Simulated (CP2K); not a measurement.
# As (R-3m) in CP2K: settings compared

The runs below take As through band structure, with PBEsol, LDA, r2SCAN.

Program: CP2K 2026.2. These are calculated values, not measurements. Logs are shortened: lines on timing, memory, paths and dates and some standing lists are left out, and cuts for length are marked.

## (1) The structure

The structure is trigonal, space group R-3m (No. 166). Conventional cell: a = 3.762 Å, b = 3.762 Å, c = 10.542 Å, α = 90.00°, β = 90.00°, γ = 120.00°. Around As (site symmetry 3m) lie 3 As at 2.51 Å.

## (2) Band structure, PBEsol

as_bands.inp

```
&GLOBAL
  PROJECT as_bands
  RUN_TYPE ENERGY_FORCE
  PRINT_LEVEL LOW
&END GLOBAL
&FORCE_EVAL
  METHOD QS
  STRESS_TENSOR ANALYTICAL
  &DFT
    BASIS_SET_FILE_NAME BASIS_MOLOPT_UZH
    POTENTIAL_FILE_NAME POTENTIAL_UZH
    &MGRID
      CUTOFF 450
      REL_CUTOFF 60
      NGRIDS 5
    &END MGRID
    &QS
      METHOD GPW
      EPS_DEFAULT 1.0E-9
    &END QS
    &KPOINTS
      SCHEME MONKHORST-PACK 9 9 9
      GAMMA_CENTERED T
      SYMMETRY T
      SYMMETRY_BACKEND SPGLIB
    &END KPOINTS
    &SCF
      SCF_GUESS ATOMIC
      EPS_SCF 1.0E-6
      MAX_SCF 100
      ADDED_MOS 10
      CHOLESKY OFF
      EPS_EIGVAL 1.0E-7
      &DIAGONALIZATION ON
        ALGORITHM STANDARD
      &END DIAGONALIZATION
      &MIXING ON
        METHOD BROYDEN_MIXING
        ALPHA 0.4
        BETA 1.5
        NBUFFER 8
      &END MIXING
      &SMEAR ON
        METHOD FERMI_DIRAC
        ELECTRONIC_TEMPERATURE 580.23
      &END SMEAR
    &END SCF
    &XC
      &XC_FUNCTIONAL
        &GGA_X_PBE_SOL
        &END GGA_X_PBE_SOL
        &GGA_C_PBE_SOL
        &END GGA_C_PBE_SOL
      &END XC_FUNCTIONAL
    &END XC
    &PRINT
      &KPOINTS ON
      &END KPOINTS
      &MULLIKEN ON
      &END MULLIKEN
      &MO ON
        ENERGIES T
        OCCUPATION_NUMBERS T
        &EACH
          QS_SCF 0
        &END EACH
        ADD_LAST NUMERIC
      &END MO
      &BAND_STRUCTURE
        FILE_NAME bands.bs
        ADDED_MOS 4
        &KPOINT_SET
          UNITS B_VECTOR
          NPOINTS 6
          SPECIAL_POINT GAMMA 0.00000000 0.00000000 0.00000000
          SPECIAL_POINT L 0.50000000 0.00000000 0.00000000
          SPECIAL_POINT B1 0.50000000 0.23032459 -0.23032459
        &END KPOINT_SET
        &KPOINT_SET
          UNITS B_VECTOR
          NPOINTS 6
          SPECIAL_POINT B 0.76967541 0.50000000 0.23032459
          SPECIAL_POINT Z 0.50000000 0.50000000 0.50000000
          SPECIAL_POINT GAMMA 0.00000000 0.00000000 0.00000000
          SPECIAL_POINT X 0.36516229 0.00000000 -0.36516229
        &END KPOINT_SET
        &KPOINT_SET
          UNITS B_VECTOR
          NPOINTS 6
          SPECIAL_POINT Q 0.63483771 0.36516229 0.00000000
          SPECIAL_POINT F 0.50000000 0.50000000 0.00000000
          SPECIAL_POINT P1 0.63483771 0.63483771 0.23032459
          SPECIAL_POINT Z 0.50000000 0.50000000 0.50000000
        &END KPOINT_SET
        &KPOINT_SET
          UNITS B_VECTOR
          NPOINTS 6
          SPECIAL_POINT L 0.50000000 0.00000000 0.00000000
          SPECIAL_POINT P 0.76967541 0.36516229 0.36516229
        &END KPOINT_SET
      &END BAND_STRUCTURE
    &END PRINT
  &END DFT
  &SUBSYS
    &CELL
      A 4.1310000000 0.0000000000 0.0000000000
      B 2.4183895066 3.3491122995 0.0000000000
      C 2.4183895066 1.2366737439 3.1124252996
      PERIODIC XYZ
    &END CELL
    &COORD
      SCALED
      As  0.2260000000 0.2260000000 0.2260000000
      As  0.7740000000 0.7740000000 0.7740000000
    &END COORD
    &KIND As
      BASIS_SET DZVP-MOLOPT-PBE-GTH-q5
      POTENTIAL GTH-PBE-q5
    &END KIND
    &PRINT
      &ATOMIC_COORDINATES ON
      &END ATOMIC_COORDINATES
      &CELL ON
      &END CELL
      &SYMMETRY ON
      &END SYMMETRY
    &END PRINT
  &END SUBSYS
  &PRINT
    &FORCES ON
    &END FORCES
    &STRESS_TENSOR ON
    &END STRESS_TENSOR
  &END PRINT
&END FORCE_EVAL
```

Potentials or basis: POTENTIAL_UZH As GTH-PBE-q5; DZVP-MOLOPT-PBE-GTH basis.

On the command line:

```sh
$ OMP_NUM_THREADS=2 cp2k.psmp -i as_bands.inp -o as_bands.out
```

as_bands.out:

```text

 CP2K| version string:                                       CP2K version 2026.2
 CP2K| Input file name                                              as_bands.inp

 GLOBAL| Force Environment number                                              1
 GLOBAL| Basis set file name                                    BASIS_MOLOPT_UZH
 GLOBAL| Potential file name                                       POTENTIAL_UZH
 GLOBAL| MM Potential file name                                     MM_POTENTIAL
 GLOBAL| Coordinate file name                                      __STD_INPUT__
 GLOBAL| Method name                                                        CP2K
 GLOBAL| Project name                                                   as_bands
 GLOBAL| Run type                                                   ENERGY_FORCE
 GLOBAL| FFT library                                                       FFTW3
 GLOBAL| Diagonalization library                                       ScaLAPACK
 GLOBAL| Cholesky decomposition library                                ScaLAPACK
 GLOBAL| DGEMM library                                                      BLAS
 GLOBAL| Direct generalized diagonalization requested                          F
 GLOBAL| Matrix multiplication library                                 ScaLAPACK
 GLOBAL| Global print level                                                  LOW
 GLOBAL| Total number of message passing processes                             1
 GLOBAL| Number of threads for this process                                    2
 GLOBAL| CPU model name                                                  UNKNOWN

 CELL| Volume [angstrom^3]:                                            43.060973
 CELL| Vector a [angstrom]:       4.131     0.000     0.000   |a| =     4.131000
 CELL| Vector b [angstrom]:       2.418     3.349     0.000   |b| =     4.131000
 CELL| Vector c [angstrom]:       2.418     1.237     3.112   |c| =     4.131000
 CELL| Angle (b,c), alpha [degree]:                                    54.167000
 CELL| Angle (a,c), beta  [degree]:                                    54.167000
 CELL| Angle (a,b), gamma [degree]:                                    54.167000
 CELL| Numerically orthorhombic:                                              NO
 CELL| Periodicity                                                           XYZ

 CELL_REF| Volume [angstrom^3]:                                        43.060973
 CELL_REF| Vector a [angstrom     4.131     0.000     0.000   |a| =     4.131000
 CELL_REF| Vector b [angstrom     2.418     3.349     0.000   |b| =     4.131000
 CELL_REF| Vector c [angstrom     2.418     1.237     3.112   |c| =     4.131000
 CELL_REF| Angle (b,c), alpha [degree]:                                54.167000
 CELL_REF| Angle (a,c), beta  [degree]:                                54.167000
 CELL_REF| Angle (a,b), gamma [degree]:                                54.167000
 CELL_REF| Numerically orthorhombic:                                          NO
 CELL_REF| Periodicity                                                       XYZ

 GENERATE|  Preliminary Number of Bonds generated:                             0
 GENERATE|  Achieved consistency in connectivity generation.

 *******************************************************************************
 *******************************************************************************
 **            Copyright (C) by CP2K developers group (2000-2026)             **
 *******************************************************************************

 TOTAL NUMBERS AND MAXIMUM NUMBERS

  Total number of            - Atomic kinds:                                   1
                             - Atoms:                                          2
                             - Shell sets:                                     2
                             - Shells:                                        10
                             - Primitive Cartesian functions:                  8
[... 31 lines left out ...]
[... 271 lines left out ...]
 MO|      5               0.104937               2.855472               2.000000
 MO|      6               0.305273               8.306892               0.000000
 MO|      7               0.376941              10.257074               0.000000
 MO|      8               0.458642              12.480291               0.000000
 MO|      9               0.488854              13.302395               0.000000
 MO|     10               0.624998              17.007053               0.000000
 MO|     11               0.677678              18.440559               0.000000
 MO|     12               0.731259              19.898575               0.000000
 MO|     13               0.761596              20.724081               0.000000
 MO|     14               0.806537              21.946999               0.000000
 MO|     15               0.850117              23.132863               0.000000
 MO| Sum:                                                              10.000000
 MO| E(Fermi):            0.223742 a.u.          6.088326 eV
 MO| Band gap:            0.200336 a.u.          5.451420 eV

 [... the levels of further k-points ...]

 !-----------------------------------------------------------------------------!
                     Mulliken Population Analysis

 #  Atom  Element  Kind  Atomic population                           Net charge
       1     As       1          5.000000                             -0.000000
       2     As       1          5.000000                              0.000000
 # Total charge                             10.000000                  0.000000

 !-----------------------------------------------------------------------------!

 KPOINTS| Band Structure Calculation
 KPOINTS| Number of k-point sets                                               4
 KPOINTS| Number of added MOs/bands                                            4
 KPOINTS| Number of k-points in set    1                                      13
 KPOINTS| In units of b-vector [2pi/Bohr]
 KPOINTS| Special point     1       GAMMA     0.000000     0.000000     0.000000
 KPOINTS| Special point     2           L     0.500000     0.000000     0.000000
 KPOINTS| Special point     3          B1     0.500000     0.230325    -0.230325
 KPOINTS| Number of k-points in set    2                                      19
 KPOINTS| In units of b-vector [2pi/Bohr]
 KPOINTS| Special point     1           B     0.769675     0.500000     0.230325
 KPOINTS| Special point     2           Z     0.500000     0.500000     0.500000
 KPOINTS| Special point     3       GAMMA     0.000000     0.000000     0.000000
 KPOINTS| Special point     4           X     0.365162     0.000000    -0.365162
 KPOINTS| Number of k-points in set    3                                      19
 KPOINTS| In units of b-vector [2pi/Bohr]
 KPOINTS| Special point     1           Q     0.634838     0.365162     0.000000
 KPOINTS| Special point     2           F     0.500000     0.500000     0.000000
 KPOINTS| Special point     3          P1     0.634838     0.634838     0.230325
 KPOINTS| Special point     4           Z     0.500000     0.500000     0.500000
 KPOINTS| Number of k-points in set    4                                       7
 KPOINTS| In units of b-vector [2pi/Bohr]
 KPOINTS| Special point     1           L     0.500000     0.000000     0.000000
 KPOINTS| Special point     2           P     0.769675     0.365162     0.365162

 ENERGY| Total FORCE_EVAL ( QS ) energy [hartree]            -12.595830796477772

 FORCES| Atomic forces [hartree/bohr]
 FORCES|   Atom     x               y               z               |f|
 FORCES|      1  1.06628300E-02  5.45253784E-03  3.70069095E-03   1.25348006E-02
 FORCES|      2 -1.06628300E-02 -5.45253784E-03 -3.70069095E-03   1.25348006E-02
 FORCES| Sum     1.03883568E-12  3.34993144E-12 -1.55352120E-12
 FORCES| Total atomic force                                       3.83596772E-12

 STRESS| Analytical stress tensor [bar]
 STRESS|                        x                   y                   z
 STRESS|      x        2.21047656720E+04  -5.31696894809E+03  -3.60861529570E+03
 STRESS|      y       -5.31696894809E+03   2.97879056556E+04  -1.84310910195E+03
 STRESS|      z       -3.60861529570E+03  -1.84310910195E+03   3.12523284709E+04
 STRESS| 1/3 Trace                                             2.77149999328E+04
 STRESS| Determinant                                           1.91610141591E+13

 STRESS| Eigenvectors and eigenvalues of the analytical stress tensor [bar]
 STRESS|                        1                   2                   3
 STRESS| Eigenvalues   1.81350561939E+04   3.25033380499E+04   3.25066055548E+04
 STRESS|      x           0.850752548621     -0.020236153960     -0.525176731289
 STRESS|      y           0.434864934830     -0.534061295574      0.725031737944
 STRESS|      z           0.295148419392      0.845203543913      0.445554014556
```

It took 11 s on 2 threads of Arm Neoverse V2, shared host; peak memory 0.26 GiB.

Results:

| Quantity | Value |
| --- | --- |
| Free energy | -342.7500 eV |
| Pressure | 2.8 GPa |
| Largest force | 0.645 eV/Å |
| Band gap on the k mesh | none (metal or under the smearing width) |

Forces on the atoms (eV/Å):
```
As   0.548  0.280  0.190
As  -0.548 -0.280 -0.190
```

Levels at the corners of the path, in eV from the Fermi level:
| point | band 3 | band 4 | band 5 | band 6 | band 7 | band 8 |
| --- | --- | --- | --- | --- | --- | --- |
| Γ | -2.44 | -1.99 | -1.99 | 1.57 | 2.94 | 2.94 |
| L | -2.88 | -2.80 | -0.38 | -0.34 | 0.32 | 1.40 |
| B1 | -5.97 | -5.44 | -1.36 | 1.27 | 5.42 | 5.61 |
| B | -5.97 | -5.44 | -1.36 | 1.27 | 5.42 | 5.61 |
| Z | -1.78 | -1.78 | -0.66 | 0.77 | 0.77 | 1.91 |
| Γ | -2.44 | -1.99 | -1.99 | 1.57 | 2.94 | 2.94 |
| X | -6.24 | -3.57 | -3.57 | 3.29 | 3.35 | 5.89 |
| Q | -6.24 | -3.57 | -3.57 | 3.29 | 3.35 | 5.89 |
| F | -6.02 | -4.22 | -4.15 | 1.44 | 5.55 | 7.38 |
| P1 | -6.19 | -3.78 | -3.04 | 2.26 | 3.91 | 6.45 |
| Z | -1.78 | -1.78 | -0.66 | 0.77 | 0.77 | 1.91 |
| L | -2.88 | -2.80 | -0.38 | -0.34 | 0.32 | 1.40 |
| P | -6.19 | -3.78 | -3.04 | 2.26 | 3.91 | 6.45 |

Caveat: the potentials were made for another functional, which shifts forces and pressure; the basis of atomic orbitals isn't converged, which shifts pressures, moduli and gaps.

(Continued in part 2 of 2.)
